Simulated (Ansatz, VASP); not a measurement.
## Two plane-wave programs on I

The input INCAR:

```
SYSTEM = I
  ALGO = Normal
  EDIFF = 1E-7
  ENCUT = 520
  GGA = PE
  ISIF = 2
  ISMEAR = -1
  LASPH = .True.
  LCHARG = .False.
  LREAL = .False.
  LWAVE = .False.
  NBANDS = 10
  NELM = 60
  PREC = Accurate
  SIGMA = 0.05
```

KPOINTS

```
k-points
0
Gamma
  9 9 9
  0 0 0
```

The input POSCAR:

```
I
1.0
   -2.1168703775      2.1168703775      2.1168703775
    2.1168703775     -2.1168703775      2.1168703775
    2.1168703775      2.1168703775     -2.1168703775
I
1
Direct
    0.0000000000      0.0000000000      0.0000000000
```

The input input.yaml:

```yaml
crystal:
  lattice:
    - [-2.1168703775, 2.1168703775, 2.1168703775]
    - [2.1168703775, -2.1168703775, 2.1168703775]
    - [2.1168703775, 2.1168703775, -2.1168703775]
  atoms:
    - { symbol: I, position: [0.0, 0.0, 0.0] }
hamiltonian:
  xc: pbe
  pseudopotentials: { kind: paw }
kpoints:
  mp_grid: { grid: [9, 9, 9] }
scf:
  occupations: { method: fermi_dirac, width: 0.05 }
output:
  forces: true
  stress: true
  eigenvalues: true
  write_density: true
  write_potential: true
  elf: true
  volumetric_format: npy
```

Change from the starting cell: volume scaled by 1.04.

Alike in both runs: task single point; functional PBE; k mesh 9 × 9 × 9; occupations fermi-dirac, width 0.05 eV; no spin polarisation.

|  | VASP | Ansatz |
| --- | --- | --- |
| version | VASP 6.6.1 | Ansatz 0.2.0 |
| potentials or method | VASP PAW PBE potentials, release 64 (I) | Ansatz PAW |
| plane-wave cutoff (eV) | 520 | 420 |
| valence electrons in the cell | 7 | 17 |

|  | VASP | Ansatz | Ansatz less VASP |
| --- | --- | --- | --- |
| gap on the k mesh at the Fermi level (eV) | none | none | - |
| pressure (GPa) | -0.9 | -0.9 | +0.01 |

A gap of «none» marks a metal or a gap that the smearing closes. The two sets of potentials don't hold the same shells in valence.

Caveats: an odd number of electrons without spin polarisation forces a metal; a magnetic or distorted state may lie lower. The runs have no spin-orbit coupling, so splittings on I are missing.
